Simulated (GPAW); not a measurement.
The system is TaN.

```
Ta N
1.0
     2.92177    0.00000    0.00000
    -1.46088    2.53033    0.00000
     0.00000    0.00000    5.91652
Ta N
2 2
Direct
  0.00000 0.00000 0.50000
  0.00000 0.00000 0.00000
  0.33333 0.66667 0.25000
  0.66667 0.33333 0.75000
```

The cell comes from a database or a generator and needn't be the stable form of this composition.

Base run:

- Program: GPAW 26.7.0
- Functional: PBEsol
- Potentials or basis: PAW data sets generated in the run's folder for this functional
- Cutoff: 800 eV
- Basis: pw
- k mesh: 7 × 7 × 4
- Occupations: fermi-dirac, width 0.05 eV
- Spin: no spin polarisation
- Hubbard terms: Ta d U = 5 eV

Its results: band gap on the k mesh none (metal or under the smearing width); pressure 3.1 GPa.

The run is repeated on the same cell with these changes: hubbard terms from Ta d U = 5 eV to none. What comes out?

Band gap on the k mesh none (metal or under the smearing width); pressure -10.7 GPa.

Caveats: U without spin polarisation on a metal has little footing (some runs).
